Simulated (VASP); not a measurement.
# MgI2 (P-3m1) in VASP: notebook, part 2 of 2

VASP 6.6.1.

### Step 3. Single point, PBEsol

INCAR reads:

```
SYSTEM = MgI2
PREC = Accurate
ENCUT = 450
EDIFF = 0.001
ISMEAR = 0
SIGMA = 0.05
LREAL = .FALSE.
LASPH = .TRUE.
NELM = 100
ALGO = Normal
ISIF = 2
LWAVE = .FALSE.
LCHARG = .FALSE.
GGA = PS
NBANDS = 15
ADDGRID = .FALSE.
```

KPOINTS reads:

```
regular mesh
0
G
  7 7 4
  0 0 0
```

POSCAR reads:

```
MgI2
1.0
    4.1400000000      0.0000000000      0.0000000000
   -2.0700000000      3.5853451717      0.0000000000
    0.0000000000      0.0000000000      6.8800000000
I Mg
2 1
Direct
    0.6666666667      0.3333333333      0.7500000000
    0.3333333333      0.6666666667      0.2500000000
    0.0000000000      0.0000000000      0.0000000000
```

Potentials or basis: VASP PAW PBE potentials, release 64 (I, Mg).

Run with:

```
$ cat potpaw_PBE.64/I/POTCAR potpaw_PBE.64/Mg/POTCAR > POTCAR
$ mpirun -np 1 vasp_std > vasp.out
```

OUTCAR:

```text
SYSTEM = MgI2
   PREC = Accurate
   ENCUT = 450
   EDIFF = 0.001
   ISMEAR = 0
   LREAL = .FALSE.
   LASPH = .TRUE.
   NELM = 100
   ISIF = 2
   GGA = PS

 Found     28 irreducible k-points:

 Following reciprocal coordinates:
            Coordinates               Weight
  0.000000  0.000000  0.000000      1.000000
  0.142857 -0.000000  0.000000      6.000000
  0.285714 -0.000000  0.000000      6.000000
  0.428571  0.000000  0.000000      6.000000
  0.142857  0.142857  0.000000      6.000000
  0.285714  0.142857  0.000000     12.000000
   k-points           NKPTS =     28   k-points in BZ     NKDIM =     28   number of bands    NBANDS=     15
   number of dos      NEDOS =    301   number of ions     NIONS =      3
   total plane-waves  NPLWV =  43200
   dimension x,y,z NGX =    30 NGY =   30 NGZ =   48
   dimension x,y,z NGXF=    60 NGYF=   60 NGZF=   96
   ions per type =               2   1
   NGX,Y,Z   is equivalent  to a cutoff of  12.05, 12.05, 11.60 a.u.
   NGXF,Y,Z  is equivalent  to a cutoff of  24.09, 24.09, 23.20 a.u.
 SYSTEM =  MgI2
   PREC   = accura    normal or accurate (medium, high low for compatibility)
   ISTART =      0    job   : 0-new  1-cont  2-samecut
   ICHARG =      2    charge: 1-file 2-atom 10-const
   ISPIN  =      1    spin polarized calculation?
   LNONCOLLINEAR =      F non collinear calculations
   LSORBIT =      F    spin-orbit coupling
   LASPH  =      T    aspherical Exc in radial PAW
   ENCUT  =  450.0 eV  33.07 Ry    5.75 a.u.   7.16  7.16 11.90*2*pi/ulx,y,z
   NELM   =    100;   NELMIN=  2; NELMDL= -5     # of ELM steps
   EDIFF  = 0.1E-02   stopping-criterion for ELM
   LREAL  =      F    real-space projection
   EDIFFG = 0.1E-01   stopping-criterion for IOM
   NSW    =      0    number of steps for IOM
   IBRION =     -1    ionic relax: 0-MD 1-quasi-New 2-CG
   NFREE  =      0    steps in history (QN), initial steepest desc. (CG)
   ISIF   =      2    stress and relaxation
   ISYM   =      2    0-nonsym 1-usesym 2-fastsym
   POTIM  = 0.5000    time-step for ionic-motion
   TEBEG  =    0.0;   TEEND  =   0.0 temperature during run
   PSTRESS=    0.0 pullay stress
   NELECT =      16.0000    total number of electrons
   NUPDOWN=      -1.0000    fix difference up-down
   EMIN   =  10.00;   EMAX   =-10.00  energy-range for DOS
   EFERMI =   0.00;   METHOD = LEGACY
   ISMEAR =     0;   SIGMA  =   0.05  broadening in eV -4-tet -1-fermi 0-gaus
   EFERMI_NEDOS =   21; number of points for ismear=-14 and -15
   IALGO  =     38    algorithm
   IMIX   =      4    mixing-type and parameters
     AMIX     =   0.40;   BMIX     =  1.00
     AMIX_MAG =   1.60;   BMIX_MAG =  1.00
  volume/ion in A,a.u.               =      34.04       229.72
  Fermi-wavevector in a.u.,A,eV,Ry     =   0.882555  1.667786 10.597613  0.778903
  Thomas-Fermi vector in A             =   2.003202
   LORBIT       =      0    0 simple, 1 ext, 2 COOP (PROOUT), +10 PAW based schemes
   GGA     = PS    functional components
   LHFCALC =     F    Hartree Fock is set to
   AEXX    =    0.0000 exact exchange contribution
   IVDW    =     0    specifies the selected vdW correction
   LEPSILON=     F    determine dielectric tensor
   LRPA    =     F    only Hartree local field effects (RPA)
 non-spin polarized calculation
 Gauss-broadening in eV      SIGMA  =   0.05
  energy-cutoff  :      450.00
  volume of cell :      102.12
 maximum number of plane-waves:      2237
 NGX is ok and might be reduce to    30
   NGX = 15   NGY = 15   NGZ = 23

 number of electron      16.0000004 magnetization

 Free energy of the ion-electron system (eV)
  ---------------------------------------------------
  ext. energy  EPLUGINS =         0.00000000
  ---------------------------------------------------
  free energy    TOTEN  =        -8.40363799 eV

  energy without entropy =       -8.40363799  energy(sigma->0) =       -8.40363799

 E-fermi :   2.5341     XC(G=0):  -8.4217

 val. band max:        2.2601414965   @ k =   0.0000   0.0000   0.0000
 cond. band min:       5.6870430147   @ k =   0.0000   0.4286   0.2500
 fundamental gap:      3.4269015181
 Fermi energy:         2.5341183098

 k-point     1 :       0.0000    0.0000    0.0000
  band No.  band energies     occupation
      1      -9.8112      2.00000
      2      -9.1303      2.00000
      3      -1.3690      2.00000
      4       1.8907      2.00000
      5       1.8907      2.00000
      6       2.2392      2.00000
      7       2.2601      2.00000
      8       2.2601      2.00000
      9       5.7702      0.00000
     10       6.9856      0.00000
     11       9.0037      0.00000
     12       9.0037      0.00000
     13       9.5982      0.00000
     14      10.4401      0.00000
     15      10.4401      0.00000

 k-point     2 :       0.1429   -0.0000    0.0000
  band No.  band energies     occupation
      1      -9.7056      2.00000
      2      -9.0732      2.00000
      3      -1.2125      2.00000
      4       1.0963      2.00000
      5       1.5409      2.00000
      6       1.6477      2.00000
      7       2.1674      2.00000
      8       2.2163      2.00000
      9       6.5295      0.00000
     10       7.6120      0.00000
     11       8.3312      0.00000
     12       9.2627      0.00000
     13       9.5301      0.00000
     14      10.1796      0.00000
     15      10.7495      0.00000

 k-point     3 :       0.2857   -0.0000    0.0000
  band No.  band energies     occupation
      1      -9.4355      2.00000
      2      -8.9525      2.00000
      3      -0.8721      2.00000
      4      -0.1304      2.00000
      5       0.4755      2.00000
      6       1.2470      2.00000
      7       1.8935      2.00000
      8       2.0333      2.00000
      9       6.5275      0.00000
     10       7.5702      0.00000
     11       8.2251      0.00000
     12       9.3053      0.00000
     13       9.4193      0.00000
     14      10.5740      0.00000
     15      11.1184      0.00000

 k-point     4 :       0.4286    0.0000    0.0000
  band No.  band energies     occupation
      1      -9.1530      2.00000
      2      -8.8913      2.00000
      3      -1.2004      2.00000
      4      -0.4646      2.00000
      5       0.2059      2.00000
      6       0.9898      2.00000
      7       1.4141      2.00000
      8       1.8717      2.00000
      9       5.9418      0.00000
     10       7.4625      0.00000
     11       7.6199      0.00000
     12       9.0976      0.00000
     13       9.8908      0.00000
     14      11.2601      0.00000
     15      12.0547      0.00000

 k-point     5 :       0.1429    0.1429    0.0000
  band No.  band energies     occupation
      1      -9.5169      2.00000
      2      -8.9836      2.00000
      3      -0.9460      2.00000
      4       0.4303      2.00000
      5       0.4349      2.00000
      6       1.4823      2.00000
      7       1.8000      2.00000
      8       2.0268      2.00000
      9       6.9944      0.00000
     10       7.9626      0.00000
     11       8.5396      0.00000
     12       9.0973      0.00000
     13       9.2463      0.00000
     14       9.3031      0.00000
     15      11.3804      0.00000

 k-point     6 :       0.2857    0.1429    0.0000
  band No.  band energies     occupation
      1      -9.2320      2.00000
      2      -8.8928      2.00000
      3      -0.9103      2.00000
      4      -0.2788      2.00000
      5       0.1167      2.00000
      6       0.8505      2.00000
      7       1.4306      2.00000
      8       1.6584      2.00000
      9       6.4270      0.00000
     10       8.1950      0.00000
     11       8.2784      0.00000
     12       9.0266      0.00000
     13       9.6873      0.00000
     14      10.2472      0.00000
     15      11.3738      0.00000

 [... further k-points ...]

------------------------ aborting loop because EDIFF is reached ----------------------------------------

  FORCE on cell =-STRESS in cart. coord.  units (eV):
  Direction    XX          YY          ZZ          XY          YZ          ZX
  --------------------------------------------------------------------------------------
  -------------------------------------------------------------------------------------
  Total       -0.4255073     -0.4255073     -0.7068941      0.0000000      0.0000000     -0.0000000
  in kB       -6.6757159     -6.6757159    -11.0903488      0.0000000      0.0000000     -0.0000000
  external PRESSURE =      -8.1472602 kB  Pullay stress =       0.0000000 kB

 VOLUME and BASIS-vectors are now :
 -----------------------------------------------------------------------------
  energy-cutoff  :      450.00
  volume of cell :      102.12
      direct lattice vectors                 reciprocal lattice vectors
     4.140000000  0.000000000  0.000000000     0.241545894  0.139456587  0.000000000
    -2.070000000  3.585345172  0.000000000     0.000000000  0.278913174  0.000000000
     0.000000000  0.000000000  6.880000000     0.000000000  0.000000000  0.145348837

 POSITION                                       TOTAL-FORCE (eV/Angst)
 -----------------------------------------------------------------------------------
      2.07000      1.19512      5.16000        -0.000000     -0.000000      0.294408
     -0.00000      2.39023      1.72000         0.000000      0.000000     -0.294408
      0.00000      0.00000      0.00000         0.000000      0.000000      0.000000
 -----------------------------------------------------------------------------------
    total drift:                               -0.000000      0.000000     -0.000000

  FREE ENERGIE OF THE ION-ELECTRON SYSTEM (eV)
  ---------------------------------------------------
  free  energy   TOTEN  =        -8.4036379949 eV

  energy  without entropy=       -8.4036379949  energy(sigma->0) =       -8.40363799
```

OSZICAR:

```text
N       E                     dE             d eps       ncg     rms          rms(c)
DAV:   1     0.696629921366E+02    0.69663E+02   -0.52950E+03   840   0.744E+02
DAV:   2    -0.298276344634E+01   -0.72646E+02   -0.64926E+02  1202   0.126E+02
DAV:   3    -0.846883289758E+01   -0.54861E+01   -0.54603E+01  1127   0.396E+01
DAV:   4    -0.857106892360E+01   -0.10224E+00   -0.10223E+00  1202   0.651E+00
DAV:   5    -0.857204328915E+01   -0.97437E-03   -0.97436E-03  1120   0.567E-01    0.400E+00
DAV:   6    -0.843756554190E+01    0.13448E+00   -0.10302E-01   945   0.164E+00    0.266E+00
DAV:   7    -0.840601581284E+01    0.31550E-01   -0.10045E-01  1015   0.155E+00    0.659E-01
DAV:   8    -0.840369045360E+01    0.23254E-02   -0.72290E-03   959   0.482E-01    0.282E-01
DAV:   9    -0.840363799493E+01    0.52459E-04   -0.91799E-04   791   0.182E-01
   1 F= -.84036380E+01 E0= -.84036380E+01  d E =-.263755E-16
```

Wall time 13 s (1 thread of Intel Xeon Platinum 8488C (Sapphire Rapids), shared host); peak memory 0.2 GiB.

The run converged, but some of its settings lie outside the range that counts as converged, so its numbers aren't taken as properties of the crystal.

Results:

```yaml
Free_energy: -8.4036 eV
Pressure: -0.8 GPa
Largest_force: 0.294 eV/Å
Band_gap_on_the_k_mesh: 3.43 eV, indirect (least direct gap 3.51 eV)
```

Caveat: the PAW data sets were made with another functional, which shifts forces and pressure a little; spin-orbit coupling is left out, which moves the levels of the heavy elements; an odd mesh through Γ misses points on the zone boundary, where band edges often lie; the cell's inner coordinates are idealised or old, which leaves forces on the atoms; this functional lacks dispersion, which binds the layers, so the pressure and a relaxed spacing across them are unreliable.

### Step 4. For comparison

An earlier run on the cell as given: functional PBEsol; potentials or basis VASP PAW PBE potentials, release 64 (I, Mg); cutoff 520 eV; k mesh 8 × 8 × 4; occupations fermi-dirac, width 0.05 eV; no spin polarisation.

- Pressure: -0.8 GPa
- Largest force: 0.300 eV/Å
- Band gap on the k mesh: 3.42 eV, indirect (least direct gap 3.51 eV)
